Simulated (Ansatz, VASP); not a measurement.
**One calculation of Si, two programs**

```
Si
1.0
     2.52700    0.00000    0.00000
    -1.26350    2.18845    0.00000
     0.00000    0.00000    2.37300
Si
1
Direct
  0.00000 0.00000 0.00000
```

This isn't the form of Si at room conditions, which is diamond.

Alike in both runs: task single point; functional PBE; k mesh 5 × 5 × 5; occupations methfessel-paxton of order 1, width 0.3 eV; no spin polarisation.

```csv
,VASP,Ansatz
version,VASP 6.6.1,Ansatz 0.2.0
potentials or method,"VASP PAW PBE potentials, release 64 (Si)","plane waves, norm-conserving potentials"
plane-wave cutoff (eV),520,490
valence electrons in the cell,4,4
```

VASP gave:

* gap on the k mesh at the Fermi level (eV): none
* pressure (GPa): 24.0
* largest component of the traceless stress (GPa): 21.32

Question: What did Ansatz give for the same quantities?

Answer: gap on the k mesh at the Fermi level (eV): none; pressure (GPa): 24.0; largest component of the traceless stress (GPa): 21.20.

A gap of «none» marks a metal or a gap that the smearing closes. The functional is the same, so the differences come from potentials, cutoffs and numerics.

Caveats: the k mesh is coarse (spacing up to 0.57 Å⁻¹), so the values aren't converged; so large a pressure means that the cell lies far from this level's equilibrium, or that cutoff or potentials fall short (VASP).
